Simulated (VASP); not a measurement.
# AlN (F-43m) in VASP: notebook, part 2 of 2

VASP 6.6.1. Earlier steps stand in the parts before.

## 3. Single point, PBE

INCAR reads:

```
PREC     = Accurate       # precision mode
ENCUT    = 450            # plane-wave cutoff, eV
EDIFF    = 1E-7           # SCF threshold, eV
ISMEAR   = 0              # smearing method
SIGMA    = 0.02           # smearing width, eV
LREAL    = False          # projectors in reciprocal space
LASPH    = True           # aspherical terms in the spheres
NELM     = 60             # most SCF steps
ALGO     = Normal         # electronic algorithm
ISIF     = 2              # what is computed and relaxed
LWAVE    = False          # write WAVECAR
LCHARG   = False          # write CHGCAR
GGA      = PE             # functional
```

KPOINTS reads:

```
regular mesh
0
Gamma
  10 10 10
```

POSCAR reads:

```
AlN
1.0
    0.0000000000      2.1839935600      2.1839935600
    2.1839935600      0.0000000000      2.1839935600
    2.1839935600      2.1839935600      0.0000000000
Al N
1 1
Direct
    0.0000000000      0.0000000000      0.0000000000
    0.7500000000      0.7500000000      0.7500000000
```

Potentials or basis: VASP PAW PBE potentials, release 64 (Al, N).

Command:

```
$ cat potpaw_PBE.64/Al/POTCAR potpaw_PBE.64/N/POTCAR > POTCAR
$ mpirun -np 1 vasp_std > vasp.out
```

OUTCAR:

```text
PREC = Accurate
   ENCUT = 450
   EDIFF = 1E-7
   ISMEAR = 0
   LREAL = False
   LASPH = True
   NELM = 60
   ISIF = 2
   GGA = PE

 ion  position               nearest neighbor table
   1  0.000  0.000  0.000-   2 1.89   2 1.89   2 1.89   2 1.89
   2  0.750  0.750  0.750-   1 1.89   1 1.89   1 1.89   1 1.89

  LATTYP: Found a face centered cubic cell.
 ALAT       =     4.3679871200

  Lattice vectors:

 A1 = (   0.0000000000,   2.1839935600,   2.1839935600)
 A2 = (   2.1839935600,   0.0000000000,   2.1839935600)
 A3 = (   2.1839935600,   2.1839935600,   0.0000000000)

Analysis of symmetry for initial positions (statically):
=====================================================================
 Subroutine PRICEL returns:
 Original cell was already a primitive cell.

 Routine SETGRP: Setting up the symmetry group for a
 face centered cubic supercell.

 Subroutine GETGRP returns: Found 24 space group operations
 (whereof 24 operations were pure point group operations)
 out of a pool of 48 trial point group operations.

The static configuration has the point symmetry T_d .

Analysis of symmetry for dynamics (positions and initial velocities):
=====================================================================
 Subroutine PRICEL returns:
 Original cell was already a primitive cell.

 Routine SETGRP: Setting up the symmetry group for a
 face centered cubic supercell.

 Subroutine GETGRP returns: Found 24 space group operations
 (whereof 24 operations were pure point group operations)
 out of a pool of 48 trial point group operations.

The dynamic configuration has the point symmetry T_d .

 Subroutine INISYM returns: Found 24 space group operations
 (whereof 24 operations are pure point group operations),
 and found     1 'primitive' translations

----------------------------------------------------------------------------------------

                                     Primitive cell

  volume of cell :      20.8345

  direct lattice vectors                    reciprocal lattice vectors
     0.000000000  2.183993560  2.183993560    -0.228938404  0.228938404  0.228938404
     2.183993560  0.000000000  2.183993560     0.228938404 -0.228938404  0.228938404
     2.183993560  2.183993560  0.000000000     0.228938404  0.228938404 -0.228938404

  length of vectors
     3.088633313  3.088633313  3.088633313     0.396532948  0.396532948  0.396532948

  position of ions in fractional coordinates (direct lattice)
     0.000000000  0.000000000  0.000000000
     0.750000000  0.750000000  0.750000000

  ion indices of the primitive-cell ions
   primitive index   ion index
                 1           1
                 2           2

----------------------------------------------------------------------------------------

 KPOINTS: regular mesh

Automatic generation of k-mesh.
 Grid dimensions read from file:
 generate k-points for:   10   10   10

 Generating k-lattice:

  Cartesian coordinates                     Fractional coordinates (reciprocal lattice)
    -0.022893840  0.022893840  0.022893840     0.100000000  0.000000000  0.000000000
     0.022893840 -0.022893840  0.022893840     0.000000000  0.100000000  0.000000000
     0.022893840  0.022893840 -0.022893840     0.000000000  0.000000000  0.100000000

  Length of vectors
     0.039653295  0.039653295  0.039653295

  Shift w.r.t. Gamma in fractional coordinates (k-lattice)
     0.000000000  0.000000000  0.000000000

 Subroutine IBZKPT returns following result:
 ===========================================

 Found     47 irreducible k-points:

 Following reciprocal coordinates:
            Coordinates               Weight
  0.000000  0.000000  0.000000      1.000000
  0.100000  0.000000  0.000000      8.000000
  0.200000  0.000000  0.000000      8.000000
  0.300000  0.000000  0.000000      8.000000
  0.400000  0.000000  0.000000      8.000000
  0.500000  0.000000  0.000000      4.000000
[... 16 lines left out ...]
  0.300000  0.300000  0.000000      6.000000
  0.400000  0.300000  0.000000     24.000000
 [... further k-points ...]
   k-points           NKPTS =     47   k-points in BZ     NKDIM =     47   number of bands    NBANDS=      8
   number of dos      NEDOS =    301   number of ions     NIONS =      2
   total plane-waves  NPLWV =  13824
   dimension x,y,z NGX =    24 NGY =   24 NGZ =   24
   dimension x,y,z NGXF=    48 NGYF=   48 NGZF=   48
   ions per type =               1   1
   NGX,Y,Z   is equivalent  to a cutoff of  12.92, 12.92, 12.92 a.u.
   NGXF,Y,Z  is equivalent  to a cutoff of  25.84, 25.84, 25.84 a.u.
 SYSTEM =  unknown system
   PREC   = accura    normal or accurate (medium, high low for compatibility)
   ISTART =      0    job   : 0-new  1-cont  2-samecut
   ICHARG =      2    charge: 1-file 2-atom 10-const
   ISPIN  =      1    spin polarized calculation?
   LNONCOLLINEAR =      F non collinear calculations
   LSORBIT =      F    spin-orbit coupling
   LASPH  =      T    aspherical Exc in radial PAW
   ENCUT  =  450.0 eV  33.07 Ry    5.75 a.u.   5.34  5.34  5.34*2*pi/ulx,y,z
   NELM   =     60;   NELMIN=  2; NELMDL= -5     # of ELM steps
   EDIFF  = 0.1E-06   stopping-criterion for ELM
   LREAL  =      F    real-space projection
   EDIFFG = 0.1E-05   stopping-criterion for IOM
   NSW    =      0    number of steps for IOM
   IBRION =     -1    ionic relax: 0-MD 1-quasi-New 2-CG
   NFREE  =      0    steps in history (QN), initial steepest desc. (CG)
   ISIF   =      2    stress and relaxation
   ISYM   =      2    0-nonsym 1-usesym 2-fastsym
   POTIM  = 0.5000    time-step for ionic-motion
   TEBEG  =    0.0;   TEEND  =   0.0 temperature during run
   PSTRESS=    0.0 pullay stress
   NELECT =       8.0000    total number of electrons
   NUPDOWN=      -1.0000    fix difference up-down
   EMIN   =  10.00;   EMAX   =-10.00  energy-range for DOS
   EFERMI =   0.00;   METHOD = LEGACY
   ISMEAR =     0;   SIGMA  =   0.02  broadening in eV -4-tet -1-fermi 0-gaus
   EFERMI_NEDOS =   21; number of points for ismear=-14 and -15
   IALGO  =     38    algorithm
   IMIX   =      4    mixing-type and parameters
     AMIX     =   0.40;   BMIX     =  1.00
     AMIX_MAG =   1.60;   BMIX_MAG =  1.00
  volume/ion in A,a.u.               =      10.42        70.30
  Fermi-wavevector in a.u.,A,eV,Ry     =   1.189899  2.248583 19.263943  1.415860
  Thomas-Fermi vector in A             =   2.325996
   LORBIT       =      0    0 simple, 1 ext, 2 COOP (PROOUT), +10 PAW based schemes
   GGA     = PE    functional components
   LHFCALC =     F    Hartree Fock is set to
   AEXX    =    0.0000 exact exchange contribution
   IVDW    =     0    specifies the selected vdW correction
   LEPSILON=     F    determine dielectric tensor
   LRPA    =     F    only Hartree local field effects (RPA)
 non-spin polarized calculation
 Gauss-broadening in eV      SIGMA  =   0.02
  energy-cutoff  :      450.00
  volume of cell :       20.83
 maximum number of plane-waves:       464
 NGX is ok and might be reduce to    24
   NGX = 11   NGY = 11   NGZ = 11

 number of electron       8.0000000 magnetization

 Free energy of the ion-electron system (eV)
  ---------------------------------------------------
  ext. energy  EPLUGINS =         0.00000000
  ---------------------------------------------------
  free energy    TOTEN  =       -14.84360798 eV

  energy without entropy =      -14.84360798  energy(sigma->0) =      -14.84360798

 E-fermi :   6.1375     XC(G=0): -10.9338

 val. band max:        5.9706856072   @ k =   0.0000   0.0000   0.0000
 cond. band min:       9.2884220528   @ k =   0.5000   0.5000   0.0000
 fundamental gap:      3.3177364455
 Fermi energy:         6.1375028763

 k-point     1 :       0.0000    0.0000    0.0000
  band No.  band energies     occupation
      1      -9.0113      2.00000
      2       5.9707      2.00000
      3       5.9707      2.00000
      4       5.9707      2.00000
      5      10.1658      0.00000
      6      18.5311      0.00000
      7      18.5311      0.00000
      8      18.5311      0.00000
[... 243 lines left out ...]
 k-point    24 :       0.4000    0.3000    0.0000
  band No.  band energies     occupation
      1      -7.0046      2.00000
      2       1.8211      2.00000
      3       4.2686      2.00000
      4       4.5671      2.00000
      5      10.8869      0.00000
      6      15.5066      0.00000
      7      18.2295      0.00000
      8      20.5631      0.00000

 [... further k-points ...]

------------------------ aborting loop because EDIFF is reached ----------------------------------------

  FORCE on cell =-STRESS in cart. coord.  units (eV):
  Direction    XX          YY          ZZ          XY          YZ          ZX
  --------------------------------------------------------------------------------------
  -------------------------------------------------------------------------------------
  Total        0.4973309      0.4973309      0.4973309      0.0000000      0.0000000     -0.0000000
  in kB       38.2447663     38.2447663     38.2447663      0.0000000      0.0000000     -0.0000000
  external PRESSURE =      38.2447663 kB  Pullay stress =       0.0000000 kB

 VOLUME and BASIS-vectors are now :
 -----------------------------------------------------------------------------
  energy-cutoff  :      450.00
  volume of cell :       20.83
      direct lattice vectors                 reciprocal lattice vectors
     0.000000000  2.183993560  2.183993560    -0.228938404  0.228938404  0.228938404
     2.183993560  0.000000000  2.183993560     0.228938404 -0.228938404  0.228938404
     2.183993560  2.183993560  0.000000000     0.228938404  0.228938404 -0.228938404

 POSITION                                       TOTAL-FORCE (eV/Angst)
 -----------------------------------------------------------------------------------
      0.00000      0.00000      0.00000        -0.000000     -0.000000     -0.000000
      3.27599      3.27599      3.27599         0.000000      0.000000      0.000000
 -----------------------------------------------------------------------------------
    total drift:                               -0.000000     -0.000000     -0.000000

  FREE ENERGIE OF THE ION-ELECTRON SYSTEM (eV)
  ---------------------------------------------------
  free  energy   TOTEN  =       -14.8436079834 eV

  energy  without entropy=      -14.8436079834  energy(sigma->0) =      -14.84360798
```

It used 3.9 s of CPU time on 1 thread of Intel(R) Xeon(R) Platinum 8488C (Sapphire Rapids), on a shared host, which was overloaded at the time.

Results:

```
Free energy            : -14.8436 eV
Band gap on the k mesh : 3.32 eV, indirect (least direct gap 4.20 eV)
```

Levels at points of the mesh, in eV from the valence-band top:
```csv
k point,band 2,band 3,band 4,band 5,band 6,band 7
"(0.00, 0.00, 0.00)",0.00,0.00,0.00,4.20,12.56,12.56
"(0.50, 0.00, 0.00)",-5.85,-0.48,-0.48,7.38,9.87,11.15
"(0.50, 0.50, 0.00)",-4.90,-1.77,-1.77,3.32,8.61,13.96
```

Caveat: the cutoff is under 1.25 times the usual one of these potentials, so pressure, stress and relaxed cells hold a basis-set (Pulay) error. Expect the measured gap to be larger: semilocal functionals such as PBE lack the derivative discontinuity.

## 4. Single point, PBE

INCAR: that of step 3 with these lines changed.

```diff
@@ -1,3 +1,3 @@
 PREC     = Accurate       # precision mode
-ENCUT    = 450            # plane-wave cutoff, eV
+ENCUT    = 520            # plane-wave cutoff, eV
 EDIFF    = 1E-7           # SCF threshold, eV
```

KPOINTS is that of step 3.

POSCAR is that of step 3.

Command:

```
$ cat potpaw_PBE.64/Al/POTCAR potpaw_PBE.64/N/POTCAR > POTCAR
$ mpirun -np 1 vasp_std > vasp.out
```

It used 4.3 s of CPU time on 1 thread of Intel(R) Xeon(R) Platinum 8488C (Sapphire Rapids), with other jobs on the host, which was overloaded at the time.

It converged, with:

```yaml
Free_energy: -14.8404 eV
Pressure: 4.6 GPa
Band_gap_on_the_k_mesh: 3.32 eV, indirect (least direct gap 4.20 eV)
```

Levels at points of the mesh, in eV from the valence-band top:
```
           k point  band 1  band 2  band 3  band 4  band 5  band 6  band 7  band 8
(0.00, 0.00, 0.00)  -14.98    0.00    0.00    0.00    4.20   12.56   12.56   12.56
(0.50, 0.00, 0.00)  -12.93   -5.85   -0.48   -0.48    7.38    9.86   11.15   11.15
(0.50, 0.50, 0.00)  -12.30   -4.90   -1.77   -1.77    3.32    8.62   13.96   15.73
```

## 5. Overview

| cutoff (eV) | gap on the mesh (eV) |
| --- | --- |
| 400 | 3.30 |
| 450 | 3.32 |
| 520 | 3.32 |

Alike in all rows: task single point; level PBE; potentials or basis VASP PAW PBE potentials, release 64 (Al, N); no spin polarisation; cell as given; k mesh 10 × 10 × 10; smearing gaussian 0.02 eV.

On the cell as given the gap runs from 3.30 eV (PBE) to 3.32 eV (PBE).

Caveats: the cutoff is under 1.25 times the usual one of these potentials, so pressure, stress and relaxed cells hold a basis-set (Pulay) error (some runs).

Total energies depend on the potentials used, so only differences within one code and one set of settings carry meaning.
